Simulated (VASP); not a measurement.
**C in VASP: how settings move the r2SCAN single point**

Aim: see what changed inputs do to the r2SCAN single point of C (diamond), under -1.0 % biaxial strain in x and y, free along z.

The runs shown are made with VASP 6.6.1. PAW datasets, plane waves. The values are computed, spin-unpolarised, and not measurements.

**1. Starting point**

The cell comes from an earlier relaxation with r2SCAN in another program, then strained, with the atoms relaxed again.

The symmetry is I4_1/amd (No. 141, tetragonal); a = 2.492 Å, c = 3.568 Å in the conventional setting, 5.54 Å³ an atom. C has 4 C at 1.53 Å.

As a file:

```cif
data_structure
_symmetry_space_group_name_H-M 'P 1'
_symmetry_Int_Tables_number 1
_cell_length_a 2.5077
_cell_length_b 2.5077
_cell_length_c 2.4923
_cell_angle_alpha 60.203
_cell_angle_beta 60.203
_cell_angle_gamma 59.593
_cell_volume 11.08
loop_
_atom_site_label
_atom_site_type_symbol
_atom_site_fract_x
_atom_site_fract_y
_atom_site_fract_z
_atom_site_occupancy
C1 C 0.00000 0.00000 0.00000 1
C2 C 0.25000 0.25000 0.25000 1
```

**2. Reference**

INCAR reads:

```
ENCUT = 520.000000
SIGMA = 0.010000
EDIFF = 1.00e-07
ALGO = Normal
METAGGA = R2SCAN
PREC = Accurate
IBRION = -1
ISIF = 2
ISMEAR = 0
NBANDS = 11
NELM = 120
NSW = 0
LASPH = .TRUE.
LCHARG = .FALSE.
LWAVE = .FALSE.
LREAL = .FALSE.
```

KPOINTS reads:

```
KPOINTS created by Atomic Simulation Environment
0
Gamma
12 12 12
0 0 0
```

POSCAR reads:

```
C
 1.0000000000000000
     0.0000000000000000    1.7623229010999999    1.7840813067000001
     1.7623229010999999    0.0000000000000000    1.7840813067000001
     1.7623229010999999    1.7623229010999999    0.0000000000000000
 C
   2
Cartesian
  0.0000000000000000  0.0000000000000000  0.0000000000000000
  0.8811614505499999  0.8811614505499999  0.8920406533500000
```

A file KPOINTS_OPT adds named points for the levels; it doesn't enter the self-consistent loop.

Potentials: the recommended PBE PAW datasets, 8 valence electrons.

Run with:

```bash
> mpirun -np 1 vasp_std
```

**3. Variant 1**

INCAR reads:

```
ENCUT = 520.000000
EDIFF = 1.00e-07
ALGO = Normal
METAGGA = R2SCAN
PREC = Accurate
IBRION = -1
ISIF = 2
NBANDS = 11
NELM = 120
NSW = 0
LASPH = .TRUE.
LCHARG = .FALSE.
LWAVE = .FALSE.
LREAL = .FALSE.
ISMEAR = 0
SIGMA = 0.1
```

KPOINTS reads:

```
KPOINTS created by Atomic Simulation Environment
0
Monkhorst-Pack
12 12 12
0 0 0
```

POSCAR is that of step 2.

**4. Variant 2**

Edit INCAR of step 2 so:

```diff
@@ -10,3 +10,2 @@
 NBANDS = 11
-NELM = 120
 NSW = 0
@@ -16 +15,4 @@
 LREAL = .FALSE.
+AMIX = 0.2
+BMIX = 0.0001
+NELM = 65
```

KPOINTS is that of step 2.

POSCAR is that of step 2.

**Question.** What will these runs give? Wanted: for each run, changed; ending; energy change; pressure; electronic steps; usable.

The runs gave:

| run | changed | ending | energy change (meV/atom) | pressure (GPa) | gap on the mesh (eV; negative: overlap) | electronic steps | time | usable |
| --- | --- | --- | --- | --- | --- | --- | --- | --- |
| ref. | – | converged | 0 | 9.5 | 4.23 | 12 | 57 s | yes |
| 1 | ISMEAR = 0, SIGMA = 0.1, shifted mesh | converged | 0.0 | 9.5 | 4.45 | 12 | 2.7 min | yes |
| 2 | AMIX = 0.2, BMIX = 0.0001, NELM = 65 | converged | 0.0 | 9.5 | 4.23 | 13 | 72 s | yes |

Of 2 altered inputs, 2 gave usable results.
